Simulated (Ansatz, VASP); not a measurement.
MgO in VASP and in Ansatz

```xyz
2
Lattice="2.9380 0.0000 0.0000 -1.4690 2.5444 0.0000 0.0000 0.0000 2.6797" Properties=species:S:1:pos:R:3 pbc="T T T"
Mg    0.0000    0.6000    0.0000
O     0.0000    1.6963    1.3398
```

Alike in both runs: task single point; functional PBE; k mesh 9 × 9 × 8; occupations gaussian, width 0.05 eV; no spin polarisation.

|  | VASP | Ansatz |
| --- | --- | --- |
| version | VASP 6.6.1 | Ansatz 0.2.0 |
| potentials or method | VASP PAW PBE potentials, release 64 (Mg, O) | scalar-relativistic, plane waves, PAW |
| plane-wave cutoff (eV) | 520 | 420 |
| valence electrons in the cell | 8 | 16 |

```tsv
	VASP	Ansatz	Ansatz less VASP
gap on the k mesh at the Fermi level (eV)	2.57	2.59	+0.016
least direct gap on the mesh (eV)	3.17	3.18	+0.012
rms of the force components (eV/Å)	3.262	3.180	-0.0820
```

Atom by atom the forces differ by 0.082 eV/Å (rms over components). The two sets of potentials don't hold the same shells in valence.

Caveats: an odd mesh through Γ misses points on the zone boundary, where band edges often lie; forces of over 1 eV/Å show positions far from the minimum, so gaps and moduli don't describe the material at rest.
